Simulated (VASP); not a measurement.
# A vacancy on the Ni site in a supercell of NiGe, part 3 of 4

Aim: the formation energy and local structure of a vacancy on the Ni site in NiGe. The start is a cell from a database of measured crystal structures.

VASP 6.6.1, plane waves and PAW; the level of theory is named at each step.

So far. Step 2 (The host at zero pressure): The run ended after 11 ionic steps, 0.016 eV below its first step, once forces and stress met EDIFFG = -0.02. Step 3 (The supercell without the defect): The host is treated as a metal, as its relaxation found a gap under 0.3 eV or none, and only the neutral defect is run.

**4. Reference Ni**

This step: r2SCAN, spin-polarised from a ferromagnetic start (one magnetic atom a cell); plane waves and PAW (Ni) (VASP 6.6.1).

System of this step: Ni. It takes space group Fm-3m (No. 225, cubic). Conventional cell: a = 3.520 Å, b = 3.520 Å, c = 3.520 Å, α = 90.00°, β = 90.00°, γ = 90.00°. Nearest to Ni lie 12 Ni at 2.49 Å.

The reference for Ni is its crystal, relaxed at the cutoff of the large cell.

The input, INCAR:

```
SYSTEM = Ni
PREC = Normal
ENCUT = 300
EDIFF = 1E-05
NELM = 120
ISMEAR = 1
SIGMA = 0.1
LREAL = Auto
ALGO = Normal
METAGGA = R2SCAN
LASPH = .TRUE.
NBANDS = 12
ISPIN = 2
MAGMOM = 0.7
LMAXMIX = 4
LORBIT = 11
LWAVE = .FALSE.
LCHARG = .FALSE.
KPAR = 4
IBRION = 2
NSW = 25
ISIF = 3
EDIFFG = -0.02
POTIM = 0.4
```

The input, POSCAR:

```
Ni
1.0
    0.0000000000      1.7600000000      1.7600000000
    1.7600000000      0.0000000000      1.7600000000
    1.7600000000      1.7600000000      0.0000000000
Ni
1
Direct
    0.0000000000      0.0000000000      0.0000000000
```

The input, KPOINTS:

```
Automatic mesh
0
Gamma
13 13 13
0 0 0
```

The projector-augmented-wave data sets are Ni (PBE family, release 64).

Launch:

```console
$ mpirun -np 4 vasp_std
```

Output:

```text
[banner, memory and clock lines left out]
running    4 mpi-ranks, on    1 nodes
 distrk:  each k-point on    1 cores,    4 groups
 distr:  one band on    1 cores,    1 groups

 POSCAR found type information on POSCAR Ni
 POSCAR found :  1 types and       1 ions
|                                                                             |
|               ----> ADVICE to this user running VASP <----                  |
|                                                                             |
|     You have a (more or less) 'small supercell' and for smaller cells       |
|     it is recommended to use the reciprocal-space projection scheme!        |
|     The real-space optimization is not efficient for small cells and it     |
|     is also less accurate ...                                               |
|     Therefore, set LREAL=.FALSE. in the INCAR file.                         |
|                                                                             |

 [... a notice as in an earlier step ...]

 LDA part: xc-table for (None), standard interpolation
 POSCAR, INCAR and KPOINTS ok, starting setup
 FFT: planning ... GRIDC
 FFT: planning ... GRID_SOFT
 FFT: planning ... GRID
 WAVECAR not read
 entering main loop
       N       E                     dE             d eps       ncg     rms          rms(c)
DAV:   1     0.120038683714E+02    0.12004E+02   -0.33534E+03  4432   0.716E+02
DAV:   2    -0.136897677954E+02   -0.25694E+02   -0.23951E+02  4428   0.130E+02
DAV:   3    -0.142828128589E+02   -0.59305E+00   -0.59056E+00  4600   0.225E+01
DAV:   4    -0.142866780580E+02   -0.38652E-02   -0.38647E-02  4704   0.159E+00
DAV:   5    -0.142867485973E+02   -0.70539E-04   -0.70540E-04  4736   0.201E-01    0.103E+01
DAV:   6    -0.124716822087E+02    0.18151E+01   -0.20655E+01  5232   0.582E+01    0.742E+00
DAV:   7    -0.119325755915E+02    0.53911E+00   -0.41012E+00  5108   0.214E+01    0.225E+00
DAV:   8    -0.119349526299E+02   -0.23770E-02   -0.37815E-02  4620   0.175E+00    0.118E+00
DAV:   9    -0.119334978346E+02    0.14548E-02   -0.37580E-03  5136   0.569E-01    0.397E-01
DAV:  10    -0.119329551697E+02    0.54266E-03   -0.55355E-03  5084   0.883E-01    0.718E-02
DAV:  11    -0.119330046194E+02   -0.49450E-04   -0.29233E-04  4668   0.210E-01    0.441E-02
DAV:  12    -0.119330135905E+02   -0.89711E-05   -0.18505E-05  3312   0.442E-02
   1 F= -.11933014E+02 E0= -.11932799E+02  d E =-.119330E+02  mag=     0.7216
 curvature:   0.00 expect dE= 0.000E+00 dE for cont linesearch  0.000E+00
 trial: gam= 0.00000 g(F)=  0.159E-62 g(S)=  0.173E-01 ort = 0.000E+00 (trialstep = 0.100E+01)
 search vector abs. value=  0.173E-01
 bond charge predicted
       N       E                     dE             d eps       ncg     rms          rms(c)
DAV:   1    -0.123008155304E+02   -0.36781E+00   -0.48504E+00  5020   0.297E+01    0.508E+00
DAV:   2    -0.120235111255E+02    0.27730E+00   -0.41970E+00  5284   0.254E+01    0.269E+00
DAV:   3    -0.119465842190E+02    0.76927E-01   -0.58967E-01  5228   0.918E+00    0.958E-01
DAV:   4    -0.119435442343E+02    0.30400E-02   -0.11923E-02  4352   0.725E-01    0.437E-01
DAV:   5    -0.119424811106E+02    0.10631E-02   -0.31747E-03  5220   0.513E-01    0.184E-01
DAV:   6    -0.119427581874E+02   -0.27708E-03   -0.11275E-03  4792   0.404E-01    0.922E-02
DAV:   7    -0.119427474713E+02    0.10716E-04   -0.75188E-05  4752   0.927E-02    0.241E-02
DAV:   8    -0.119427551136E+02   -0.76423E-05   -0.25115E-06  2380   0.228E-02
   2 F= -.11942755E+02 E0= -.11942792E+02  d E =-.974152E-02  mag=     0.6616
[...]
3 F= -.11943015E+02 E0= -.11943031E+02  d E =-.100010E-01  mag=     0.6640
[...]
4 F= -.11943065E+02 E0= -.11943072E+02  d E =-.100511E-01  mag=     0.6658
[...]
5 F= -.11943058E+02 E0= -.11943054E+02  d E =-.100443E-01  mag=     0.6656
 curvature:  -0.02 expect dE=-0.129E-04 dE for cont linesearch -0.129E-04
 ZBRENT: bisectioning
 opt :   0.8681  next Energy=   -11.943154 (dE=-0.101E-01)
 bond charge predicted
       N       E                     dE             d eps       ncg     rms          rms(c)
DAV:   1    -0.119433100175E+02   -0.24264E-03   -0.30456E-03  5128   0.746E-01    0.133E-01
DAV:   2    -0.119431362627E+02    0.17375E-03   -0.31267E-03  5296   0.658E-01    0.764E-02
DAV:   3    -0.119430704502E+02    0.65813E-04   -0.47698E-04  5000   0.260E-01    0.245E-02
DAV:   4    -0.119430694092E+02    0.10410E-05   -0.86713E-06  2208   0.198E-02
   6 F= -.11943069E+02 E0= -.11943072E+02  d E =-.100558E-01  mag=     0.6655
 curvature:  -0.18 expect dE=-0.679E-05 dE for cont linesearch -0.679E-05
 trial: gam=-0.04396 g(F)=  0.191E-68 g(S)=  0.368E-04 ort = 0.799E-03 (trialstep = 0.974E+00)
 search vector abs. value=  0.783E-07
 reached required accuracy - stopping structural energy minimisation
```

It took 20 s on 4 MPI ranks of Intel Xeon 6975P-C (Granite Rapids), shared host; peak memory 0.41 GiB.

OUTCAR, selected parts (step 4):

```text
  LATTYP: Found a face centered cubic cell.
 ALAT       =     3.5200000000

 Subroutine GETGRP returns: Found 48 space group operations
 (whereof 48 operations were pure point group operations)

The static configuration has the point symmetry O_h .

 Found     84 irreducible k-points:

   k-points           NKPTS =     84   k-points in BZ     NKDIM =     84   number of bands    NBANDS=     12

   dimension x,y,z NGX =    12 NGY =   12 NGZ =   12
   dimension x,y,z NGXF=    24 NGYF=   24 NGZF=   24

   ENCUT  =  300.0 eV  22.05 Ry    4.70 a.u.   3.52  3.52  3.52*2*pi/ulx,y,z

   NELECT =      10.0000    total number of electrons

 E-fermi :   9.8726

 spin component 1
 k-point     1 :       0.0000    0.0000    0.0000
  band No.  band energies     occupation
    ...
      2       6.8800      1.00000
      3       6.8800      1.00000
      4       6.8802      1.00000
      5       8.2306      1.00000
      6       8.2306      1.00000
      7      34.7378      0.00000
      8      39.1799      0.00000
      9      39.1799      0.00000
     10      39.1801      0.00000
     11      41.9902      0.00000
    ...

 k-point     2 :       0.0769    0.0000    0.0000
  band No.  band energies     occupation
    ...
      2       6.8183      1.00000
      3       6.9340      1.00000
      4       6.9342      1.00000
      5       8.2081      1.00000
      6       8.2081      1.00000
      7      33.8453      0.00000
      8      36.7583      0.00000
      9      38.5958      0.00000
     10      38.5958      0.00000
     11      42.8426      0.00000
    ...

 k-point     3 :       0.1538    0.0000    0.0000
  band No.  band energies     occupation
    ...
      2       6.6705      1.00000
      3       7.0584      1.00000
      4       7.0586      1.00000
      5       8.1766      1.00000
      6       8.1766      1.00000
      7      30.2640      0.00000
      8      35.7146      0.00000
      9      37.7095      0.00000
     10      37.7095      0.00000
     11      43.3630      0.00000
    ...

 k-point     4 :       0.2308    0.0000    0.0000
  band No.  band energies     occupation
    ...
      2       6.5591      1.00000
      3       7.1432      1.00000
      4       7.1434      1.00000
      5       8.2368      1.00000
      6       8.2369      1.00000
      7      26.0940      0.00000
      8      35.0687      0.00000
      9      36.9875      0.00000
     10      36.9876      0.00000
     11      43.1200      0.00000
    ...

  Total       -0.0178288     -0.0178288     -0.0178288      0.0000000      0.0000000     -0.0000000
  in kB       -2.7243418     -2.7243418     -2.7243418      0.0000000      0.0000000     -0.0000000
  external PRESSURE =      -2.7243418 kB  Pullay stress =       0.0000000 kB

  energy-cutoff  :      300.00
  volume of cell :       10.49
      direct lattice vectors                 reciprocal lattice vectors
    -0.000000000  1.737188235  1.737188235    -0.287821429  0.287821429  0.287821429
     1.737188235  0.000000000  1.737188235     0.287821429 -0.287821429  0.287821429
     1.737188235  1.737188235  0.000000000     0.287821429  0.287821429 -0.287821429

 POSITION                                       TOTAL-FORCE (eV/Angst)
 -----------------------------------------------------------------------------------
      0.00000      0.00000      0.00000         0.000000      0.000000     -0.000000
 -----------------------------------------------------------------------------------
    total drift:                               -0.000000      0.000000     -0.000000

  FREE ENERGIE OF THE ION-ELECTRON SYSTEM (eV)
  ---------------------------------------------------
  free  energy   TOTEN  =       -11.9430694092 eV

  energy  without entropy=      -11.9430783683  energy(sigma->0) =      -11.94307240

 total charge
# of ion       s       p       d       tot
------------------------------------------
    1        0.529   0.552   8.320   9.401

 magnetization (x)
# of ion       s       p       d       tot
------------------------------------------
    1       -0.012  -0.043   0.738   0.684

[... 1 part as in an earlier step ...]

[... 11 further parts left out ...]
```

CONTCAR:

```
Ni
   1.00000000000000
    -0.0000000000000000    1.7371882351498751    1.7371882351498751
     1.7371882351498751    0.0000000000000000    1.7371882351498751
     1.7371882351498751    1.7371882351498751    0.0000000000000000
  Ni
     1
Direct
     0.0000000000000000    0.0000000000000000    0.0000000000000000
```

The cell holds one magnetic atom, so no antiferromagnetic order fits into it. SCAN-type functionals tend to overstate the moments of itinerant magnets. The run keeps the 48 symmetry operations of its start, so it cannot find a distortion of lower symmetry.

Step by step:

| step | energy less that of the first step (eV) | largest force (eV/Å) | pressure (GPa) | volume (Å³) |
| --- | --- | --- | --- | --- |
| 1 | 0.0000 | 0.0000 | -5.68 | 10.90 |
| 2 | -0.0097 | 0.0000 | 1.00 | 10.42 |
| 3 | -0.0100 | 0.0000 | 0.50 | 10.46 |
| 4 | -0.0101 | 0.0000 | -1.13 | 10.50 |
| 5 | -0.0100 | 0.0000 | 1.02 | 10.47 |
| 6 | -0.0101 | 0.0000 | -0.27 | 10.49 |

| conventional cell, symmetrised | before | after | change |
| --- | --- | --- | --- |
| a (Å) | 3.520 | 3.474 | -1.3 % |
| b (Å) | 3.520 | 3.474 | -1.3 % |
| c (Å) | 3.520 | 3.474 | -1.3 % |
| volume (Å³/atom) | 10.90 | 10.49 | -3.8 % |

Final coordinates:

```
Ni
1.0
     0.00000    1.73719    1.73719
     1.73719    0.00000    1.73719
     1.73719    1.73719    0.00000
Ni
1
Direct
  0.00000 0.00000 0.00000
```

Numbers from this step:

```yaml
electronic_cycles: 37
electrons: 10
free_energy_toten: -11.94 eV
fermi_energy: 9.873 eV
moment_of_the_cell_from_the_last_line_of_the_log: 0.6655 μB
```

Spin moment in the PAW sphere by atom:

| atom | spin moment in the PAW sphere (μB) |
| --- | --- |
| Ni1 | 0.684 |

The run ended after 6 ionic steps, 0.010 eV below its first step, once forces and stress met EDIFFG = -0.02.

Energy at zero smearing: -11.94307 eV.

**5. Reference Ge**

This step: r2SCAN; plane waves and PAW (Ge) (VASP 6.6.1).

System of this step: Ge. It takes space group Fd-3m (No. 227, cubic). The conventional cell has a = 5.660 Å, b = 5.660 Å, c = 5.660 Å, α = 90.00°, β = 90.00°, γ = 90.00°. Nearest to Ge lie 4 Ge at 2.45 Å.

Ge is not exchanged here; its energy serves the host's formation enthalpy.

The input, INCAR:

```
SYSTEM = Ge
PREC = Normal
ENCUT = 300
EDIFF = 1E-05
NELM = 120
ISMEAR = 0
SIGMA = 0.1
LREAL = Auto
ALGO = Normal
METAGGA = R2SCAN
LASPH = .TRUE.
NBANDS = 10
LORBIT = 11
LWAVE = .FALSE.
LCHARG = .FALSE.
KPAR = 4
IBRION = 2
NSW = 25
ISIF = 3
EDIFFG = -0.02
POTIM = 0.4
```

The input, POSCAR:

```
Ge
1.0
    0.0000000000      2.8300000000      2.8300000000
    2.8300000000      0.0000000000      2.8300000000
    2.8300000000      2.8300000000      0.0000000000
Ge
2
Direct
    0.0000000000      0.0000000000      0.0000000000
    0.2500000000      0.2500000000      0.2500000000
```

The input, KPOINTS:

```
Automatic mesh
0
Gamma
8 8 8
0 0 0
```

Potentials, in the order of the species: Ge (PBE family, release 64).

Launch:

```console
$ mpirun -np 4 vasp_std
```

Output:

```text
[banner, memory and clock lines left out]
running    4 mpi-ranks, on    1 nodes
 distrk:  each k-point on    1 cores,    4 groups
 distr:  one band on    1 cores,    1 groups

 POSCAR found type information on POSCAR Ge
 POSCAR found :  1 types and       2 ions
 [... a notice as in an earlier step ...]

 [... a notice as in an earlier step ...]

 LDA part: xc-table for (None), standard interpolation
 POSCAR, INCAR and KPOINTS ok, starting setup
 FFT: planning ... GRIDC
 FFT: planning ... GRID_SOFT
 FFT: planning ... GRID
 WAVECAR not read
 entering main loop
       N       E                     dE             d eps       ncg     rms          rms(c)
DAV:   1    -0.114891839151E+02   -0.11489E+02   -0.26143E+03   588   0.450E+02
DAV:   2    -0.280575004723E+02   -0.16568E+02   -0.15967E+02   818   0.757E+01
DAV:   3    -0.285329893729E+02   -0.47549E+00   -0.47443E+00   730   0.128E+01
DAV:   4    -0.285343129257E+02   -0.13236E-02   -0.13235E-02   714   0.726E-01
DAV:   5    -0.285343146366E+02   -0.17108E-05   -0.17108E-05   680   0.261E-02    0.317E+00
DAV:   6    -0.277114205878E+02    0.82289E+00   -0.22193E-01   612   0.289E+00    0.215E+00
DAV:   7    -0.277151777301E+02   -0.37571E-02   -0.12439E-01   654   0.224E+00    0.194E-01
DAV:   8    -0.277135685473E+02    0.16092E-02   -0.33766E-03   624   0.366E-01    0.128E-01
DAV:   9    -0.277138961209E+02   -0.32757E-03   -0.23765E-04   640   0.135E-01    0.192E-02
DAV:  10    -0.277138918804E+02    0.42405E-05   -0.94891E-06   708   0.250E-02
   1 F= -.27713892E+02 E0= -.27713890E+02  d E =-.277139E+02
 curvature:   0.00 expect dE= 0.000E+00 dE for cont linesearch  0.000E+00
 trial: gam= 0.00000 g(F)=  0.519E-47 g(S)=  0.287E-02 ort = 0.000E+00 (trialstep = 0.100E+01)
 search vector abs. value=  0.287E-02
 bond charge predicted
       N       E                     dE             d eps       ncg     rms          rms(c)
DAV:   1    -0.277151116029E+02   -0.12155E-02   -0.35667E-02   628   0.926E-01    0.152E-01
DAV:   2    -0.277150062688E+02    0.10533E-03   -0.80304E-04   610   0.195E-01    0.850E-02
DAV:   3    -0.277147518372E+02    0.25443E-03   -0.51116E-04   598   0.139E-01    0.261E-02
DAV:   4    -0.277147532317E+02   -0.13945E-05   -0.55693E-06   512   0.178E-02
   2 F= -.27714753E+02 E0= -.27714744E+02  d E =-.861351E-03
 trial-energy change:   -0.000861  1 .order   -0.000902   -0.002869    0.001066
 step:   0.7167(harm=  0.7291)  dis= 0.00000  next Energy=   -27.714905 (dE=-0.101E-02)
 bond charge predicted
       N       E                     dE             d eps       ncg     rms          rms(c)
DAV:   1    -0.277149305932E+02   -0.17876E-03   -0.29209E-03   626   0.268E-01    0.427E-02
DAV:   2    -0.277149236518E+02    0.69414E-05   -0.63265E-05   612   0.552E-02
   3 F= -.27714924E+02 E0= -.27714918E+02  d E =-.103177E-02
 curvature:  -0.36 expect dE=-0.237E-04 dE for cont linesearch -0.237E-04
 trial: gam= 0.00000 g(F)=  0.868E-47 g(S)=  0.652E-04 ort =-0.432E-03 (trialstep = 0.943E+00)
 search vector abs. value=  0.652E-04
 reached required accuracy - stopping structural energy minimisation
```

It took 11 s on 4 MPI ranks; peak memory 0.44 GiB.

From OUTCAR (step 5):

```text
   k-points           NKPTS =     29   k-points in BZ     NKDIM =     29   number of bands    NBANDS=     10

   ENCUT  =  300.0 eV  22.05 Ry    4.70 a.u.   5.65  5.65  5.65*2*pi/ulx,y,z

   NELECT =       8.0000    total number of electrons

 E-fermi :   3.6675

 k-point     1 :       0.0000    0.0000    0.0000
  band No.  band energies     occupation
      1      -9.7543      2.00000
      2       3.4646      1.99588
      3       3.4646      1.99588
      4       3.4646      1.99588
      5       3.8500      0.00985
      6       6.1913      0.00000
      7       6.1913      0.00000
      8       6.1913      0.00000
      9      10.4828      0.00000
    ...

  Total       -0.0335573     -0.0335573     -0.0335573      0.0000000     -0.0000000     -0.0000000
  in kB       -1.1751781     -1.1751781     -1.1751781      0.0000000     -0.0000000     -0.0000000
  external PRESSURE =      -1.1751781 kB  Pullay stress =       0.0000000 kB

 POSITION                                       TOTAL-FORCE (eV/Angst)
 -----------------------------------------------------------------------------------
      0.00000      0.00000      0.00000        -0.000000     -0.000000      0.000000
      1.41936      1.41936      1.41936         0.000000      0.000000     -0.000000
 -----------------------------------------------------------------------------------
    total drift:                               -0.000000     -0.000000      0.000000

  FREE ENERGIE OF THE ION-ELECTRON SYSTEM (eV)
  ---------------------------------------------------
  free  energy   TOTEN  =       -27.7149236518 eV

  energy  without entropy=      -27.7149130407  energy(sigma->0) =      -27.71491835

[... 1 part as in an earlier step ...]

[... 15 further parts left out ...]
```

CONTCAR:

```
Ge
   1.00000000000000
     0.0000000000000000    2.8387128511656705    2.8387128511656705
     2.8387128511656705    0.0000000000000000    2.8387128511656705
     2.8387128511656705    2.8387128511656705   -0.0000000000000000
  Ge
     2
Direct
     0.0000000000000000    0.0000000000000000    0.0000000000000000
     0.2500000000000000    0.2500000000000000    0.2500000000000000
```

The gap is read on the k-mesh alone, so it is an upper bound where the band edges lie off the mesh.

Step by step:

| step | energy less that of the first step (eV) | largest force (eV/Å) | pressure (GPa) | volume (Å³) |
| --- | --- | --- | --- | --- |
| 1 | 0.0000 | 0.0000 | 0.79 | 45.33 |
| 2 | -0.0009 | 0.0000 | -0.29 | 45.92 |
| 3 | -0.0010 | 0.0000 | -0.12 | 45.75 |

| conventional cell, symmetrised | before | after | change |
| --- | --- | --- | --- |
| a (Å) | 5.660 | 5.677 | +0.3 % |
| b (Å) | 5.660 | 5.677 | +0.3 % |
| c (Å) | 5.660 | 5.677 | +0.3 % |
| volume (Å³/atom) | 22.67 | 22.88 | +0.9 % |

Final coordinates:

```xyz
2
Lattice="0.0000 2.8387 2.8387 2.8387 0.0000 2.8387 2.8387 2.8387 0.0000" Properties=species:S:1:pos:R:3 pbc="T T T"
Ge    0.0000    0.0000    0.0000
Ge    1.4194    1.4194    1.4194
```

Numbers from this step:

```yaml
electronic_cycles: 16
electrons: 8
free_energy_toten: -27.71 eV
fermi_energy: 3.667 eV
labelled_metallic_from_the_levels_on_this_mesh: no
gap_on_the_k_mesh: 0.3854 eV
least_direct_gap_on_the_k_mesh: 0.3854 eV
```

The run ended after 3 ionic steps, 0.001 eV below its first step, once forces and stress met EDIFFG = -0.02.

Energy at zero smearing: -27.71492 eV.

[end of part 3 of 4]

[Lines on the potential files, build, host, timing and source positions are cut from VASP's logs without a mark.]

[Logs are printed without paths, hosts, clocks, repeated set-up lines and the standing remarks that a program may print on its own settings, such as how far it seeks lower states.]

[Hosts, paths, dates, database ids (printed as entryN), source tags and the programs' standing remarks are cut or masked in the printed files.]

[In band tables of VASP the shares of atoms and orbitals are scaled to a sum of 1 inside the atoms' spheres.]

[Runs that stopped without an error message from VASP are left out.]
